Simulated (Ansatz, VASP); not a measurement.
# One calculation of LiCl, two programs

File INCAR:

```
SYSTEM = LiCl
  PREC = Accurate
  ENCUT = 520
  EDIFF = 1E-6
  ISMEAR = 0
  SIGMA = 0.02
  LREAL = .False.
  LASPH = .True.
  NELM = 60
  ALGO = Fast
  ISIF = 2
  LWAVE = .False.
  LCHARG = .True.
  GGA = PE
  LELF = .True.
  LVHAR = .True.
  NBANDS = 18
```

Contents of KPOINTS:

```
Automatic mesh
0
Gamma
  6 6 6
  0 0 0
```

POSCAR

```
LiCl
1.0
    2.0205536099      1.1665671706      7.1220712216
   -2.0205536099      1.1665671706      7.1220712216
    0.0000000000     -2.3331343412      7.1220712216
Li Cl
2 2
Direct
    0.8832005636      0.8832005636      0.8832005636
    0.1167994364      0.1167994364      0.1167994364
    0.2329510365      0.2329510365      0.2329510365
    0.7670489635      0.7670489635      0.7670489635
```

Input for Ansatz:

```yaml
crystal:
  lattice:
    - [2.0205536099, 1.1665671706, 7.1220712216]
    - [-2.0205536099, 1.1665671706, 7.1220712216]
    - [0.0, -2.3331343412, 7.1220712216]
  atoms:
    - { symbol: Li, position: [0.8832005636, 0.8832005636, 0.8832005636] }
    - { symbol: Li, position: [0.1167994364, 0.1167994364, 0.1167994364] }
    - { symbol: Cl, position: [0.2329510365, 0.2329510365, 0.2329510365] }
    - { symbol: Cl, position: [0.7670489635, 0.7670489635, 0.7670489635] }
basis:
  ecutwfc: 420
kpoints:
  mp_grid: { grid: [6, 6, 6] }
  band_path: { path: [VBM, CBM], npoints: 2 }
hamiltonian:
  xc: pbe
scf:
  occupations: { method: gaussian, width: 0.02 }
output:
  forces: false
  stress: false
  eigenvalues: true
checkpoint:
  read: start.run
  write: ck
  compress: false
  write_wavefunctions: false
  write_every: 100000
```

The cell was built by a generator and needn't be a form met in nature.

Alike in both runs: task single point; functional PBE; k mesh 6 × 6 × 6; occupations gaussian, width 0.02 eV; no spin polarisation.

|  | VASP | Ansatz |
| --- | --- | --- |
| version | VASP 6.6.1 | Ansatz 0.2.0 |
| potentials or method | VASP PAW PBE potentials, release 64 (Li_sv, Cl) | scalar-relativistic, plane waves, PAW |
| plane-wave cutoff (eV) | 520 | 420 |
| valence electrons in the cell | 20 | 20 |

Ansatz gave:

- gap on the k mesh at the Fermi level (eV): 5.75
- least direct gap on the mesh (eV): 5.78

Task: What did VASP give for the same quantities?

Result: gap on the k mesh at the Fermi level (eV): 5.76; least direct gap on the mesh (eV): 5.78.

The functional is the same, so the differences come from potentials, cutoffs and numerics.

 A k mesh can miss the band edges.
